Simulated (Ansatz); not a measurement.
The system is NaCl.

```
Cl Na
1.0
     0.00000    2.79406    2.79406
     2.79406    0.00000    2.79406
     2.79406    2.79406    0.00000
Cl Na
1 1
Cartesian
  2.7941 2.7941 2.7941
  0.0000 0.0000 0.0000
```

The cell is a database's computed one.

```yaml
Program: Ansatz 0.2.0
Task: single point
Functional: PBE
Potentials_or_basis: all-electron LAPW, scalar-relativistic
Cutoff: 169 eV (chosen from the basis error)
Basis_error_allowed: 0.001 eV/atom
k_mesh: 8 × 8 × 8
Occupations: fermi-dirac, width 0.05 eV
Spin: no spin polarisation
```

On this cell: pressure 1.6 GPa; largest force zero by symmetry; band gap on the k mesh 5.22 eV, direct.

The same run follows on a disturbed copy (atoms moved at random, drawn with an rms of 0.05 Å):

```
CELL_PARAMETERS angstrom
0.00000 2.79406 2.79406
2.79406 0.00000 2.79406
2.79406 2.79406 0.00000
ATOMIC_POSITIONS crystal
Cl 0.48821 0.51264 0.50193
Na 0.99583 0.00299 0.99639
```

Task: What does the disturbed cell give?

Result: The energy moves by +0.8 meV/atom; pressure 1.6 GPa; largest force 0.068 eV/Å; band gap on the k mesh 5.22 eV, direct.

Forces in eV/Å, atoms in the order of the input:
```
Cl  -0.067  0.009 -0.009
Na   0.067 -0.009  0.009
```

Stress tensor (GPa, compression positive):
```
1.64 0.00 0.00
0.00 1.56 0.00
0.00 0.00 1.56
```

